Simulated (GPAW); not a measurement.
# FeO (I4/mmm) in GPAW: single point with r2SCAN

Aim: the single point of FeO with r2SCAN.

Everything below comes from runs of GPAW 26.7.0. Logs are shortened: lines on timing, memory, paths and dates and some standing lists are left out, and cuts for length are marked. The log counts tension as positive stress, the text compression.

## (1) Starting point

The structure is tetragonal, space group I4/mmm (No. 139). Conventional cell: a = 3.204 Å, b = 3.204 Å, c = 4.167 Å, α = 90.00°, β = 90.00°, γ = 90.00°. Fe (site symmetry 4/mmm) has 6 O at 2.08 to 2.27 Å as nearest neighbours. O (site symmetry 4/mmm) has 6 Fe at 2.08 to 2.27 Å as nearest neighbours.

The cell comes from a database or a generator and needn't be the stable form of this composition.

## (2) Single point, r2SCAN, collinear spin, ferromagnetic start

The input, run.py:

```python
import spglib
from ase import Atoms
from ase.dft.bandgap import bandgap
from ase.io import read, write
from ase.units import GPa
from gpaw import GPAW, PW

atoms = read('FeO.cif')
cell, positions, numbers = spglib.find_primitive(
    (atoms.cell[:], atoms.get_scaled_positions(), atoms.numbers), symprec=1e-4)
atoms = Atoms(numbers, cell=cell, scaled_positions=positions, pbc=True)
atoms.set_initial_magnetic_moments([4.0, 0.0])

calc = GPAW(mode=PW(650),
            xc='MGGA_X_R2SCAN+MGGA_C_R2SCAN',
            kpts={'size': (9, 9, 9), 'gamma': True},
            occupations={'name': 'fermi-dirac', 'width': 0.05},
            nbands=17,
            maxiter=120,
            txt='gpaw.txt')
atoms.calc = calc
energy = atoms.get_potential_energy()
forces = atoms.get_forces()
stress = atoms.get_stress()
calc.write('gs.gpw')
write('result.traj', atoms)
print(f'Energy: {energy:.6f} eV')
print('Forces (eV/A):')
print(forces.round(4))
print('Stress (GPa):', (stress / GPa).round(3))
print('Moments:', calc.get_magnetic_moments().round(3))
print('Fermi level:', round(calc.get_fermi_level(), 4), 'eV')
print(f'Gap: {bandgap(calc)[0]:.4f} eV, direct: {bandgap(calc, direct=True)[0]:.4f} eV')
```

The input, FeO.cif:

```cif
data_FeO
_cell_length_a 3.20420683
_cell_length_b 3.20420683
_cell_length_c 4.16678450
_cell_angle_alpha 90.00000000
_cell_angle_beta 90.00000000
_cell_angle_gamma 90.00000000
_space_group_name_H-M_alt 'I4/mmm'
_space_group_name_Hall '-I 4 2'
_space_group_IT_number 139
loop_
_space_group_symop_operation_xyz
'x,y,z'
'-x,-y,-z'
'-y,x,z'
'y,-x,-z'
'-x,-y,z'
'x,y,-z'
'y,-x,z'
'-y,x,-z'
'x,-y,-z'
'-x,y,z'
'-y,-x,-z'
'y,x,z'
'-x,y,-z'
'x,-y,z'
'y,x,-z'
'-y,-x,z'
'x+1/2,y+1/2,z+1/2'
'-x+1/2,-y+1/2,-z+1/2'
'-y+1/2,x+1/2,z+1/2'
'y+1/2,-x+1/2,-z+1/2'
'-x+1/2,-y+1/2,z+1/2'
'x+1/2,y+1/2,-z+1/2'
'y+1/2,-x+1/2,z+1/2'
'-y+1/2,x+1/2,-z+1/2'
'x+1/2,-y+1/2,-z+1/2'
'-x+1/2,y+1/2,z+1/2'
'-y+1/2,-x+1/2,-z+1/2'
'y+1/2,x+1/2,z+1/2'
'-x+1/2,y+1/2,-z+1/2'
'x+1/2,-y+1/2,z+1/2'
'y+1/2,x+1/2,-z+1/2'
'-y+1/2,-x+1/2,z+1/2'
loop_
_atom_site_label
_atom_site_type_symbol
_atom_site_symmetry_multiplicity
_atom_site_Wyckoff_symbol
_atom_site_fract_x
_atom_site_fract_y
_atom_site_fract_z
_atom_site_occupancy
Fe1 Fe 2 a 0.0000000000 0.0000000000 0.0000000000 1
O1 O 2 b 0.0000000000 0.0000000000 0.5000000000 1
```

Potentials or basis: GPAW PAW data sets (gpaw-data 1.2.1), pw.

Command:

```console
> OMP_NUM_THREADS=1 python run.py
```

gpaw.txt:

```text
__  _  _
 | _ |_)|_||  |
 |__||  | ||/\| - 26.7.0

Input parameters:
  mode=PW(ecut=650.0),
  kpts=MonkhorstPack(size=(9, 9, 9), gamma=True),
  maxiter=120,
  nbands=17,
  occupations=Occupations(name='fermi-dirac', width=0.05),
  xc=XC(name='MGGA_X_R2SCAN+MGGA_C_R2SCAN')

Diagonalizing LCAO Hamiltonian
Converting LCAO to pw mode

       O

       Fe

Atoms  # Å, Bohr magnetons
|   | symbol |        x |        y |        z |    initial magnetic moments |
|---|--------|----------|----------|----------|-----------------------------|
| 0 |     Fe | 0.000000 | 0.000000 | 0.000000 | ( 0.0000,  0.0000,  4.0000) |
| 1 |      O | 0.000000 | 0.000000 | 2.083392 | ( 0.0000,  0.0000,  0.0000) |

Unit cell  # Å
| periodic |         x |         y |         z |  lengths |     angles |
|----------|-----------|-----------|-----------|----------|------------|
|      yes | -1.602103 |  1.602103 |  2.083392 | 3.077985 | 117.267883 |
|      yes |  1.602103 | -1.602103 |  2.083392 | 3.077985 | 117.267883 |
|      yes |  1.602103 |  1.602103 | -2.083392 | 3.077985 |  94.801117 |

Number of symmetries: 16
Symmetry operations  # r_c * U_cc + t_c -> r_c
|    | kind |            matrix            |
|----|------|------------------------------|
|  0 |  σ   |  1, 1, 1,  0, 0,-1,  0,-1, 0 |
|  1 |  C4  |  1, 1, 1,  0, 0,-1, -1, 0, 0 |
|  2 |  E   |  1, 0, 0,  0, 1, 0,  0, 0, 1 |
|  3 |  σ   |  1, 0, 0,  0, 1, 0, -1,-1,-1 |
|  4 |  σ   |  0, 1, 0,  1, 0, 0,  0, 0, 1 |
|  5 |  C2  |  0, 1, 0,  1, 0, 0, -1,-1,-1 |
|  6 |  C2  |  0, 0, 1, -1,-1,-1,  1, 0, 0 |
|  7 |  S4  |  0, 0, 1, -1,-1,-1,  0, 1, 0 |
|  8 |  C4  |  0, 0,-1,  1, 1, 1,  0,-1, 0 |
|  9 |  σ   |  0, 0,-1,  1, 1, 1, -1, 0, 0 |
| 10 |  σ   |  0,-1, 0, -1, 0, 0,  1, 1, 1 |
| 11 |  C2  |  0,-1, 0, -1, 0, 0,  0, 0,-1 |
| 12 |  C2  | -1, 0, 0,  0,-1, 0,  1, 1, 1 |
| 13 |  i   | -1, 0, 0,  0,-1, 0,  0, 0,-1 |
| 14 |  S4  | -1,-1,-1,  0, 0, 1,  1, 0, 0 |
| 15 |  C2  | -1,-1,-1,  0, 0, 1,  0, 1, 0 |

BZ-sampling:
  Number of BZ points: 729
  Number of IBZ points: 75

  Monkhorst-Pack size: [9, 9, 9]
  Monkhorst-Pack shift: [0, 0, 0]

K-points  # in reciprocal-cell coordinates
|     |                                coordinates |     weight |
|-----|--------------------------------------------|------------|
|   0 | (  0.00000000,   0.00000000,   0.00000000) | 0.00137174 |
|   1 | (  0.11111111,  -0.11111111,   0.00000000) | 0.00548697 |
|   2 | (  0.11111111,  -0.11111111,   0.11111111) | 0.00548697 |
|   3 | (  0.11111111,   0.00000000,   0.00000000) | 0.01097394 |
|   4 | (  0.11111111,   0.11111111,  -0.11111111) | 0.00274348 |
|   5 | (  0.22222222,  -0.22222222,   0.00000000) | 0.00548697 |
|   6 | (  0.22222222,  -0.22222222,   0.11111111) | 0.01097394 |
|   7 | (  0.22222222,  -0.22222222,   0.22222222) | 0.00548697 |
|   8 | (  0.22222222,  -0.11111111,   0.00000000) | 0.02194787 |
|   9 | (  0.22222222,  -0.11111111,   0.11111111) | 0.01097394 |
| ... |                                            |            |
|  74 | (  0.44444444,   0.44444444,   0.44444444) | 0.01097394 |

Plane wave coefficients: 821
Cutoff: 650.0 eV

Spin-components: 2 (collinear spins)
Bands:           17
Projectors:      11
Spin-degeneracy: 1
Datatype:        complex128

Parallelization:
  kpt:    1
  domain: 1
  band:   1

Density:
  Valence electrons: 14.0
  Components: 2
  Grid points: [20 20 20]
  Charge: 0.0  # |e|

Potential:
  Grid points: [20 20 20]

species:
  Fe:
    name:    Iron
    Z:       26.0
    valence: 8
    core:    18
    charge:  0.0  # [|e|]
    compensation charges:
      type: gauss
      rc: 0.33  # [Å]
      lmax: 2
    cutoffs:
      filter: 2.06  # [Å]
      core: 2.67  # [Å]
    projectors
    | kind |    occ | energy [eV] | rcut [Å] |
    |------|--------|-------------|----------|
    |   4s |  2.000 |      -5.291 |    1.164 |
    |   4p |  0.000 |      -1.326 |    1.058 |
    |   3d |  6.000 |      -7.505 |    1.058 |
    |    s |        |      21.920 |    1.164 |
    |    p |        |      25.885 |    1.058 |
    |    d |        |      19.706 |    1.058 |

    Using partial waves for Fe as LCAO basis

  O:
    name:    Oxygen
    Z:       8.0
    valence: 6
    core:    2
    charge:  0.0  # [|e|]
    compensation charges:
      type: gauss
      rc: 0.21  # [Å]
      lmax: 2
    cutoffs:
      filter: 1.17  # [Å]
      core: 0.83  # [Å]
    projectors
    | kind |    occ | energy [eV] | rcut [Å] |
    |------|--------|-------------|----------|
    |   2s |  2.000 |     -23.961 |    0.688 |
    |   2p |  4.000 |      -9.029 |    0.598 |
    |    s |        |       3.251 |    0.688 |
    |    p |        |      18.182 |    0.598 |
    |    d |        |       0.000 |    0.619 |

    Using partial waves for O as LCAO basis

Reference energy: -36660.306901  # eV

eigensolver:
  PPCG
  Converge bands: occupied
  niter=2

density mixing:
  MSR1-Mixer
  Pratt-step length: 0.05
  Maximum mixing coefficient: 0.75
  Old densities: 10
  SVD Regularization: 0.005
  Good broyden scale: 1.0
  Trust region scale: 1.0
  Backstep threshold: 4.0
  History deletion threshold: 6.0
  Fourier metric: weight=20.0, sigma=0.015

occupation numbers:
  Fermi-Dirac:
    width: 0.0500  # eV

poisson solver:
  ecut: 5200.0  # eV

xc functional:
  name: MGGA_X_R2SCAN+MGGA_C_R2SCAN with 2 nearest neighbor stencil

convergence criteria:
- Maximum [total energy] change in last 3 cyles: 0.0005 eV / valence electron
- Maximum integral of absolute [dens]ity change: 0.0001 electrons / valence electron
- Maximum integral of absolute [eigenst]ate change: 4e-08 eV^2 / valence electron
maximum number of iterations: 120

SCF iterations
|iter     | |      energy | eigst |  dens |  magmom |
|---------|-|-------------|-------|-------|---------|
|iter:   1| |  -26.324020 | -0.08 |       |  +4.0032|
|iter:   2| |  -23.202446 | -1.17 | -0.84 |  +4.0093|
|iter:   3| |  -22.854284 | -1.43 | -0.84 |  +3.9401|
|iter:   4| |  -22.856972 | -2.41 | -1.28 |  +3.9520|
|iter:   5| |  -22.880417 | -2.52 | -1.47 |  +3.9883|
|iter:   6| |  -22.889349 | -3.26 | -1.74 |  +4.0035|
|iter:   7| |  -22.891721 | -3.94 | -2.19 |  +4.0060|
|iter:   8| |  -22.894860c| -3.42 | -2.39 |  +4.0060|
|iter:   9| |  -22.896053c| -4.12 | -2.52 |  +4.0029|
|iter:  10| |  -22.896652c| -3.80 | -2.64 |  +4.0002|
|iter:  11| |  -22.896764c| -5.07 | -3.08 |  +4.0019|
|iter:  12| |  -22.896727c| -5.38 | -3.51 |  +4.0028|
|iter:  13| |  -22.896754c| -5.90 | -3.89 |  +4.0028|
|iter:  14| |  -22.896753c| -7.74c| -4.49c|  +4.0028|

Converged in 14 steps
Energy contributions relative to reference atoms: (reference = -36660.306901)

Energy contributions:
  Kinetic:          27.915920
  Coulomb:         -24.246253
  Zero:              0.113081
  External:          0.000000
  Xc:              -26.672389
  Entropy:          -0.014225
  Spinorbit:         0.000000
  ----------------------------
  Free energy:     -22.903865
  Extrapolated:    -22.896753

dipole moment: (-8.331817, -8.331817, 0.878345)  # |e|*Ang

Total magnetic moment: (0.000000, 0.000000, 4.002762)

Local magnetic moments
|        x |        y |        z |
|----------|----------|----------|
| 0.000000 | 0.000000 | 3.598853 |  # Fe   0
| 0.000000 | 0.000000 | 0.216535 |  # O    1

Fermi level: 8.688
Eigenvalues  # (at kpt = [0.000, 0.000, 0.000])
| band index |      eig [eV] | occ [0-1] |      eig [eV] | occ [0-1] |
|------------|---------------|-----------|---------------|-----------|
|          0 |       -13.210 |     1.000 |       -12.686 |     1.000 |
|          1 |         3.750 |     1.000 |         4.671 |     1.000 |
|          2 |         3.750 |     1.000 |         5.060 |     1.000 |
|          3 |         4.006 |     1.000 |         5.060 |     1.000 |
|          4 |         4.043 |     1.000 |         7.966 |     1.000 |
|          5 |         4.130 |     1.000 |         8.221 |     1.000 |
[... 9 lines left out ...]
|         15 |        27.451 |     0.000 |        29.439 |     0.000 |
|         16 |        30.373 |     0.000 |        31.898 |     0.000 |

No gap
No difference between direct/indirect transitions

Forces  # eV/Ang
|        x |        y |       z |
|----------|----------|---------|
| -0.00000 | -0.00000 | 0.00000 |  # Fe   0
| -0.00000 |  0.00000 | 0.00000 |  # O    1

Stress tensor  # eV/Ang^3
|        x |        y |        z |
|----------|----------|----------|
| 0.093674 | 0.000000 | 0.000000 |
| 0.000000 | 0.093674 | 0.000000 |
| 0.000000 | 0.000000 | 0.078459 |

# Writing to gs.gpw (mode='')
```

Wall time 1.7 min (1 thread of AMD EPYC 7R43 (Zen 3), shared host); peak memory 0.28 GiB.

Results:

| Item | Value |
| --- | --- |
| Free energy | -22.9039 eV |
| Pressure | -14.2 GPa |
| Band gap on the k mesh | none (metal or under the smearing width) |
| Net moment | 4.00 μB per cell |
| Site moments | Fe +3.60; O +0.22 μB |

Levels at points of the mesh, in eV from the Fermi level:
Spin up:
```tsv
k point	band 6	band 7	band 8	band 9	band 10	band 11	band 12	band 13
(0.00, 0.00, 0.00)	-4.56	-4.30	-4.30	-4.12	-0.35	15.36	16.54	16.54
```
Spin down:
```tsv
k point	band 1	band 2	band 3	band 4	band 5	band 6	band 7	band 8	band 9	band 10
(0.00, 0.00, 0.00)	-21.37	-4.02	-3.63	-3.63	-0.72	-0.47	-0.47	-0.11	0.96	1.38
```

Caveat: the cutoff is short for stress and forces, so pressures can be off by a GPa or more; the PAW data sets were made with another functional, which shifts forces and pressure a little; a cell with one magnetic atom can't hold antiferromagnetic order, which such compounds often take; semilocal functionals often make such compounds metallic where correlation or magnetic order opens a gap, which also shifts bond lengths.
